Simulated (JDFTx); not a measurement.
# Cr (Im-3m) in JDFTx: a series of runs, part 2 of 2

JDFTx 1.7.0 (patched build). Earlier steps stand in the parts before.

### Step 6. Equation of state, LDA, collinear spin, ferromagnetic start, 13.35 Å³/atom (volume scaled by 1.02)

Input file Cr.in:

```
lattice Body-Centered Cubic 5.6475627669
coords-type Lattice
ion Cr     0.0000000000     0.0000000000     0.0000000000 1

ion-species pseudo/Cr.upf
elec-cutoff 47
elec-ex-corr lda-PW
kpoint-folding 12 12 12
elec-smearing Fermi 0.0018374661
elec-n-bands 14
spintype z-spin
initial-magnetic-moments Cr 3
elec-initial-magnetization 3 no
electronic-SCF nIterations 100 energyDiffThreshold 1e-09
electronic-minimize nIterations 30 energyDiffThreshold 1e-7
forces-output-coords Cartesian

dump-name run.$VAR
dump End Ecomponents EigStats BandEigs Kpoints Forces Stress ElecDensity Dtot
```

Potentials or basis: PseudoDojo-SR-LDA-0.4.1-standard.

The run is started by

```bash
$ jdftx -c 1 -i Cr.in -o Cr.out
```

It took 58 s on 1 thread of Arm Neoverse V2, shared host; peak memory 0.14 GiB.

Results (log left out):

```yaml
Free_energy: -2353.0607 eV
Pressure: -40.3 GPa
Band_gap_on_the_k_mesh: none (metal or under the smearing width)
Net_moment: 0.00 μB per cell
Absolute_moment: 0.00 μB per cell
```

Caveat: the cell as given lies far from equilibrium; the starting moments collapsed, and a magnetic state may lie lower.

### Step 7. Equation of state, LDA, collinear spin, ferromagnetic start, 13.61 Å³/atom (volume scaled by 1.04)

Cr.in, as its differences from that of step 6:

```diff
@@ -1,2 +1,2 @@
-lattice Body-Centered Cubic 5.6475627669
+lattice Body-Centered Cubic 5.6842362801
 coords-type Lattice
```

The run is started by

```bash
$ jdftx -c 1 -i Cr.in -o Cr.out
```

Wall time 61 s (1 thread of Arm Neoverse V2, shared host); peak memory 0.14 GiB.

It converged, with:

```yaml
Free_energy: -2352.9933 eV
Pressure: -42.3 GPa
Band_gap_on_the_k_mesh: none (metal or under the smearing width)
Net_moment: 0.00 μB per cell
Absolute_moment: 0.00 μB per cell
```

Caveat: the cell as given lies far from equilibrium; the starting moments collapsed, and a magnetic state may lie lower.

### Step 8. Equation of state, LDA, collinear spin, ferromagnetic start, 13.87 Å³/atom (volume scaled by 1.06)

Cr.in, as its differences from that of step 7:

```diff
@@ -1,2 +1,2 @@
-lattice Body-Centered Cubic 5.6842362801
+lattice Body-Centered Cubic 5.7204425826
 coords-type Lattice
```

The run is started by

```bash
$ jdftx -c 1 -i Cr.in -o Cr.out
```

Run time: 59 s. Hardware: 1 thread of Arm Neoverse V2, shared host; peak memory 0.14 GiB.

Results (log left out):

```yaml
Free_energy: -2352.9229 eV
Pressure: -44.0 GPa
Band_gap_on_the_k_mesh: none (metal or under the smearing width)
Net_moment: 0.00 μB per cell
Absolute_moment: 0.00 μB per cell
```

Caveat: the cell as given lies far from equilibrium; the starting moments collapsed, and a magnetic state may lie lower.

### Step 9. Equation of state, PBEsol, collinear spin, ferromagnetic start, 12.30 Å³/atom (volume scaled by 0.94)

Cr.in, as its differences from that of step 8:

```diff
@@ -1,2 +1,5 @@
-lattice Body-Centered Cubic 5.7204425826
+lattice \
+   -2.7479382206     2.7479382206     2.7479382206 \
+    2.7479382206    -2.7479382206     2.7479382206 \
+    2.7479382206     2.7479382206    -2.7479382206
 coords-type Lattice
@@ -6,3 +9,3 @@
 elec-cutoff 47
-elec-ex-corr lda-PW
+elec-ex-corr gga-PBEsol
 kpoint-folding 12 12 12
@@ -18,2 +21,2 @@
 dump-name run.$VAR
-dump End Ecomponents EigStats BandEigs Kpoints Forces Stress ElecDensity Dtot
+dump End Ecomponents EigStats BandEigs Kpoints Forces Stress
```

Potentials or basis: PseudoDojo-SR-PBEsol-0.4.1-standard.

The run is started by

```bash
$ jdftx -c 1 -i Cr.in -o Cr.out
```

Wall time 56 s (1 thread of Arm Neoverse V2, shared host); peak memory 0.13 GiB.

It converged, with:

* Free energy: -2350.2643 eV
* Pressure: -22.7 GPa
* Band gap on the k mesh: none (metal or under the smearing width)
* Net moment: 0.00 μB per cell
* Absolute moment: 0.00 μB per cell

Caveat: the starting moments collapsed, and a magnetic state may lie lower.

### Step 10. Equation of state, PBEsol, collinear spin, ferromagnetic start, 12.56 Å³/atom (volume scaled by 0.96)

Cr.in, as its differences from that of step 9:

```diff
@@ -1,5 +1,5 @@
 lattice \
-   -2.7479382206     2.7479382206     2.7479382206 \
-    2.7479382206    -2.7479382206     2.7479382206 \
-    2.7479382206     2.7479382206    -2.7479382206
+   -2.7672905358     2.7672905358     2.7672905358 \
+    2.7672905358    -2.7672905358     2.7672905358 \
+    2.7672905358     2.7672905358    -2.7672905358
 coords-type Lattice
@@ -21,2 +21,2 @@
 dump-name run.$VAR
-dump End Ecomponents EigStats BandEigs Kpoints Forces Stress
+dump End Ecomponents EigStats BandEigs Kpoints Forces Stress ElecDensity Dtot
```

The run is started by

```bash
$ jdftx -c 1 -i Cr.in -o Cr.out
```

It took 58 s on 1 thread of Arm Neoverse V2, shared host; peak memory 0.13 GiB.

It converged, with:

* Free energy: -2350.2244 eV
* Pressure: -26.3 GPa
* Band gap on the k mesh: none (metal or under the smearing width)
* Net moment: 0.00 μB per cell
* Absolute moment: 0.00 μB per cell

Caveat: the starting moments collapsed, and a magnetic state may lie lower.

### Step 11. Equation of state, PBEsol, collinear spin, ferromagnetic start, 12.82 Å³/atom (volume scaled by 0.98)

Cr.in, as its differences from that of step 10:

```diff
@@ -1,5 +1,5 @@
 lattice \
-   -2.7672905358     2.7672905358     2.7672905358 \
-    2.7672905358    -2.7672905358     2.7672905358 \
-    2.7672905358     2.7672905358    -2.7672905358
+   -2.7863759012     2.7863759012     2.7863759012 \
+    2.7863759012    -2.7863759012     2.7863759012 \
+    2.7863759012     2.7863759012    -2.7863759012
 coords-type Lattice
```

The run is started by

```bash
$ jdftx -c 1 -i Cr.in -o Cr.out
```

Wall time 56 s (1 thread of Arm Neoverse V2, shared host); peak memory 0.13 GiB.

Results (log left out):

* Free energy: -2350.1788 eV
* Pressure: -29.5 GPa
* Band gap on the k mesh: none (metal or under the smearing width)
* Net moment: 0.00 μB per cell
* Absolute moment: 0.00 μB per cell

Caveat: the starting moments collapsed, and a magnetic state may lie lower.

### Step 12. Equation of state, PBEsol, collinear spin, ferromagnetic start, 13.08 Å³/atom

Cr.in, as its differences from that of step 11:

```diff
@@ -1,5 +1,5 @@
 lattice \
-   -2.7863759012     2.7863759012     2.7863759012 \
-    2.7863759012    -2.7863759012     2.7863759012 \
-    2.7863759012     2.7863759012    -2.7863759012
+   -2.8052033365     2.8052033365     2.8052033365 \
+    2.8052033365    -2.8052033365     2.8052033365 \
+    2.8052033365     2.8052033365    -2.8052033365
 coords-type Lattice
```

Potentials or basis: PseudoDojo-SR-PBEsol-0.4.1-standard.

The run is started by

```bash
$ jdftx -c 1 -i Cr.in -o Cr.out
```

It took 58 s on 1 thread of Arm Neoverse V2, shared host; peak memory 0.13 GiB.

Results (log left out):

```
Free energy            : -2350.1284 eV
Pressure               : -32.3 GPa
Band gap on the k mesh : none (metal or under the smearing width)
Net moment             : 0.00 μB per cell
Absolute moment        : 0.00 μB per cell
```

Caveat: the cell as given lies far from equilibrium; the starting moments collapsed, and a magnetic state may lie lower.

### Step 13. Equation of state, PBEsol, collinear spin, ferromagnetic start, 13.35 Å³/atom (volume scaled by 1.02)

Cr.in, as its differences from that of step 12:

```diff
@@ -1,5 +1,5 @@
 lattice \
-   -2.8052033365     2.8052033365     2.8052033365 \
-    2.8052033365    -2.8052033365     2.8052033365 \
-    2.8052033365     2.8052033365    -2.8052033365
+   -2.8237813835     2.8237813835     2.8237813835 \
+    2.8237813835    -2.8237813835     2.8237813835 \
+    2.8237813835     2.8237813835    -2.8237813835
 coords-type Lattice
```

The run is started by

```bash
$ jdftx -c 1 -i Cr.in -o Cr.out
```

Wall time 61 s (1 thread of Arm Neoverse V2, shared host); peak memory 0.14 GiB.

The run converged. Its results:

```yaml
Free_energy: -2350.0737 eV
Pressure: -34.8 GPa
Band_gap_on_the_k_mesh: none (metal or under the smearing width)
Net_moment: 0.00 μB per cell
Absolute_moment: 0.00 μB per cell
```

Caveat: the cell as given lies far from equilibrium; the starting moments collapsed, and a magnetic state may lie lower.

### Step 14. Equation of state, PBEsol, collinear spin, ferromagnetic start, 13.61 Å³/atom (volume scaled by 1.04)

Cr.in, as its differences from that of step 13:

```diff
@@ -1,5 +1,5 @@
 lattice \
-   -2.8237813835     2.8237813835     2.8237813835 \
-    2.8237813835    -2.8237813835     2.8237813835 \
-    2.8237813835     2.8237813835    -2.8237813835
+   -2.8421181400     2.8421181400     2.8421181400 \
+    2.8421181400    -2.8421181400     2.8421181400 \
+    2.8421181400     2.8421181400    -2.8421181400
 coords-type Lattice
```

The run is started by

```bash
$ jdftx -c 1 -i Cr.in -o Cr.out
```

Run time: 61 s. Hardware: 1 thread of Arm Neoverse V2, shared host; peak memory 0.14 GiB.

Results (log left out):

```yaml
Free_energy: -2350.0152 eV
Pressure: -36.9 GPa
Band_gap_on_the_k_mesh: none (metal or under the smearing width)
Net_moment: 0.00 μB per cell
Absolute_moment: 0.00 μB per cell
```

Caveat: the cell as given lies far from equilibrium; the starting moments collapsed, and a magnetic state may lie lower.

### Step 15. Equation of state, PBEsol, collinear spin, ferromagnetic start, 13.87 Å³/atom (volume scaled by 1.06)

Cr.in, as its differences from that of step 14:

```diff
@@ -1,5 +1,5 @@
 lattice \
-   -2.8421181400     2.8421181400     2.8421181400 \
-    2.8421181400    -2.8421181400     2.8421181400 \
-    2.8421181400     2.8421181400    -2.8421181400
+   -2.8602212913     2.8602212913     2.8602212913 \
+    2.8602212913    -2.8602212913     2.8602212913 \
+    2.8602212913     2.8602212913    -2.8602212913
 coords-type Lattice
```

Potentials or basis: PseudoDojo-SR-PBEsol-0.4.1-standard.

The run is started by

```bash
$ jdftx -c 1 -i Cr.in -o Cr.out
```

It took 64 s on 1 thread of Arm Neoverse V2, shared host; peak memory 0.14 GiB.

The run converged. Its results:

| Quantity | Value |
| --- | --- |
| Free energy | -2349.9534 eV |
| Pressure | -38.8 GPa |
| Band gap on the k mesh | none (metal or under the smearing width) |
| Net moment | 0.00 μB per cell |
| Absolute moment | 0.00 μB per cell |

Caveat: the cell as given lies far from equilibrium; the starting moments collapsed, and a magnetic state may lie lower.

### Step 16. Equation of state, PBEsol, collinear spin, ferromagnetic start

No new run: the results of the series are fitted here.

Results:

* Equilibrium volume: 11.15 Å³/atom (rough: see the caveat)
* Bulk modulus: 285 GPa (rough)

Energy against volume, from the lowest point:
```tsv
volume (Å³/atom)	energy (meV/atom)
12.299	0.00
12.561	39.96
12.823	85.47
13.084	135.88
13.346	190.60
13.608	249.11
13.870	310.93
```

Caveat: the minimum lies outside the volumes run.

### Step 17. For comparison

An earlier run on the cell as given: functional PBE; potentials or basis PseudoDojo-SR-PBE-0.5-standard; cutoff 1279 eV; density cutoff 5116 eV; k mesh 12 × 12 × 12; occupations fermi-dirac, width 0.05 eV; collinear spin, ferromagnetic start; starting moments [3.0] μB.

* Pressure: -24.8 GPa
* Band gap on the k mesh: none (metal or under the smearing width)
* Net moment: 0.00 μB per cell
* Absolute moment: 0.00 μB per cell
